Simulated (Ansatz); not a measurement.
Free-standing chains of the atoms of AlN, named by their start (strip: triangular double chain, ladder: square double chain); atoms and period are relaxed, and energies count from relaxed bulk AlN (F-43m, not its usual structure, 10.67 Å³/atom, gap on the mesh 3.31 eV).

All numbers below come from DFT PBE, scalar-relativistic, plane waves, PAW in Ansatz 0.2.0.

Cutoff 420 eV, Gaussian smearing of 0.05 eV, energies at zero smearing, symmetry of each start kept, collinear spin where a moment is listed.

```csv
start,atoms,k mesh,excess energy (eV per host atom),period (Å),gap on the mesh (eV),highest filled level or Fermi level under vacuum (eV)
linear chain,2,1×1×19,1.800,3.376,2.39,5.48
dimerised chain,2,1×1×19,1.800,3.377,2.39,5.48
zigzag chain,2,1×1×21,1.799,3.376,2.40,5.48
ladder chain,4,1×1×19,1.165,3.514,2.70,-
strip chain*,2,1×1×35,1.799,3.376,2.40,5.48
```

Zero in every row: size of the moment (μB per cell).

* ends far from its start.

An odd mesh misses points on the zone edge, so a gap read on it can be too wide.

Each run keeps its start's symmetry and one magnetic start, so lower states can exist. Rows stand on unlike meshes and boxes, so starts that end alike can differ by a few hundredths of an eV per atom.

Cost: 5 runs of about 10 core-minutes in all, on AMD EPYC 7R43 (Zen 3) (shared hosts).